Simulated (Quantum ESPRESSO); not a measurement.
A run of Quantum ESPRESSO 7.5:

File pw.in:

```
&CONTROL
  calculation = 'scf'
  prefix = 'pwscf'
  outdir = './tmp'
  pseudo_dir = './pseudo'
  tprnfor = .true.
  tstress = .true.
  disk_io = 'low'
/
&SYSTEM
  ibrav = 0
  nat = 1
  ntyp = 1
  ecutwfc = 36
  ecutrho = 216
  nbnd = 12
  occupations = 'smearing'
  smearing = 'gaussian'
  degauss = 0.00999582
/
&ELECTRONS
  conv_thr = 2d-10
  electron_maxstep = 120
  mixing_beta = 0.5
/
ATOMIC_SPECIES
Hf   178.4900 Hf.LDA_PW-JTH.UPF
CELL_PARAMETERS angstrom
  -1.8050000000    1.8050000000    1.8050000000
   1.8050000000   -1.8050000000    1.8050000000
   1.8050000000    1.8050000000   -1.8050000000
ATOMIC_POSITIONS crystal
Hf     0.0000000000    0.0000000000    0.0000000000
K_POINTS automatic
10 10 10 0 0 0
```

relax.in

```
&CONTROL
  calculation = 'vc-relax'
  prefix = 'pwscf'
  outdir = './tmp'
  pseudo_dir = './pseudo'
  tprnfor = .true.
  tstress = .true.
  disk_io = 'low'
  nstep = 40
  forc_conv_thr = 0.0001
  etot_conv_thr = 1d-06
/
&SYSTEM
  ibrav = 0
  nat = 1
  ntyp = 1
  ecutwfc = 36
  ecutrho = 216
  nbnd = 12
  occupations = 'smearing'
  smearing = 'gaussian'
  degauss = 0.00999582
/
&ELECTRONS
  conv_thr = 2d-10
  electron_maxstep = 120
  mixing_beta = 0.5
/
&IONS
  ion_dynamics = 'bfgs'
/
&CELL
  cell_dynamics = 'bfgs'
  press = 0
  press_conv_thr = 0.2
/
ATOMIC_SPECIES
Hf   178.4900 Hf.LDA_PW-JTH.UPF
CELL_PARAMETERS angstrom
  -1.8050000000    1.8050000000    1.8050000000
   1.8050000000   -1.8050000000    1.8050000000
   1.8050000000    1.8050000000   -1.8050000000
ATOMIC_POSITIONS crystal
Hf     0.0000000000    0.0000000000    0.0000000000
K_POINTS automatic
10 10 10 0 0 0
```

The input scf2.in:

```
&CONTROL
  calculation = 'scf'
  prefix = 'pwscf'
  outdir = './tmp'
  pseudo_dir = './pseudo'
  tprnfor = .true.
  tstress = .true.
  disk_io = 'low'
/
&SYSTEM
  ibrav = 0
  nat = 1
  ntyp = 1
  ecutwfc = 36
  ecutrho = 216
  nbnd = 12
  occupations = 'smearing'
  smearing = 'gaussian'
  degauss = 0.00999582
/
&ELECTRONS
  conv_thr = 1d-13
  electron_maxstep = 120
  mixing_beta = 0.5
  startingpot = 'file'
  startingwfc = 'file'
/
ATOMIC_SPECIES
Hf   178.4900 Hf.LDA_PW-JTH.UPF
CELL_PARAMETERS angstrom
  -1.7217311683    1.7217311683    1.7217311683
   1.7217311683   -1.7217311683    1.7217311683
   1.7217311683    1.7217311683   -1.7217311683
ATOMIC_POSITIONS crystal
Hf     0.0000000000    0.0000000000    0.0000000000
K_POINTS automatic
10 10 10 0 0 0
```

ph.in

```
phonons of Hf
&INPUTPH
  prefix = 'pwscf'
  outdir = './tmp'
  tr2_ph = 1d-16
  fildyn = 'dyn'
  niter_ph = 60
  alpha_mix(1) = 0.4
/
0.4330127019 0.4330127019 0.4330127019
```

Potentials or basis: JTH 2.0 LDA.

Run with:

```console
$ OMP_NUM_THREADS=1 pw.x -in pw.in > pw.out
$ OMP_NUM_THREADS=1 pw.x -in relax.in > relax.out
$ OMP_NUM_THREADS=1 pw.x -in scf2.in > scf2.out
$ OMP_NUM_THREADS=1 ph.x -in ph.in > ph.out
```

Hardware: 1 thread of Intel(R) Xeon(R) 6975P-C (Granite Rapids) (shared host).

Question: Estimate the wall time of this run.

Answer: It took 51 s on 1 thread of Intel(R) Xeon(R) 6975P-C (Granite Rapids) (shared host), peak memory 0.09 GiB. Counts: scf iterations 60, k pools 1, bands 12, ion steps 5, k points 47, g dense 8583.
